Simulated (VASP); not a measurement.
Write the native input for VASP 6.6.1 that does the following.

```
Task                   : band structure
Functional             : PBE
Potentials or basis    : VASP PAW PBE potentials, release 64 (Cd, O_s)
Cutoff                 : 400 eV
k mesh                 : 10 × 10 × 10
Occupations            : fermi-dirac, width 0.05 eV
Spin                   : no spin polarisation
Further INCAR settings : ALGO = Normal; EDIFF = 1e-07
```

The structure of CdO (Monteponite) lies in POSCAR:

```
CdO
1.0
    0.0000000000      2.3495000000      2.3495000000
    2.3495000000      0.0000000000      2.3495000000
    2.3495000000      2.3495000000      0.0000000000
Cd O
1 1
Direct
    0.0000000000      0.0000000000      0.0000000000
    0.5000000000      0.5000000000      0.5000000000
```

One way to write it, as run:

INCAR

```
PREC     = Accurate       # precision mode
ENCUT    = 400            # plane-wave cutoff, eV
EDIFF    = 1E-7           # SCF threshold, eV
ISMEAR   = -1             # smearing method
SIGMA    = 0.05           # smearing width, eV
LREAL    = F              # projectors in reciprocal space
LASPH    = T              # aspherical terms in the spheres
NELM     = 100            # most SCF steps
ALGO     = Normal         # electronic algorithm
ISIF     = 2              # what is computed and relaxed
LWAVE    = F              # write WAVECAR
LCHARG   = F              # write CHGCAR
GGA      = PE             # functional
```

KPOINTS

```
Automatic mesh
0
Gamma
  10 10 10
```

KPOINTS_OPT

```
path GXWKGLUWLK,UX
10
line-mode
reciprocal
 0.0000000000  0.0000000000  0.0000000000  G
 0.5000000000  0.0000000000  0.5000000000  X

 0.5000000000  0.0000000000  0.5000000000  X
 0.5000000000  0.2500000000  0.7500000000  W

 0.5000000000  0.2500000000  0.7500000000  W
 0.3750000000  0.3750000000  0.7500000000  K

 0.3750000000  0.3750000000  0.7500000000  K
 0.0000000000  0.0000000000  0.0000000000  G

 0.0000000000  0.0000000000  0.0000000000  G
 0.5000000000  0.5000000000  0.5000000000  L

 0.5000000000  0.5000000000  0.5000000000  L
 0.6250000000  0.2500000000  0.6250000000  U

 0.6250000000  0.2500000000  0.6250000000  U
 0.5000000000  0.2500000000  0.7500000000  W

 0.5000000000  0.2500000000  0.7500000000  W
 0.5000000000  0.5000000000  0.5000000000  L

 0.5000000000  0.5000000000  0.5000000000  L
 0.3750000000  0.3750000000  0.7500000000  K

 0.6250000000  0.2500000000  0.6250000000  U
 0.5000000000  0.0000000000  0.5000000000  X
```

Potentials or basis: VASP PAW PBE potentials, release 64 (Cd, O_s).

Launch:

```console
$ cat potpaw_PBE.64/Cd/POTCAR potpaw_PBE.64/O_s/POTCAR > POTCAR
$ mpirun -np 1 vasp_std > vasp.out
```

Results of the run:

```json
{
  "Pressure": "6.7 GPa",
  "Band gap along the path": "none (metal or under the smearing width)"
}
```

Caveat: this crystal is a semiconductor, whose small gap the functional closes, so the metal is an error of the method.

It took 19 s on 1 thread of AMD EPYC 7R13 Processor (Zen 3), on a shared host, peak memory 0.12 GiB.
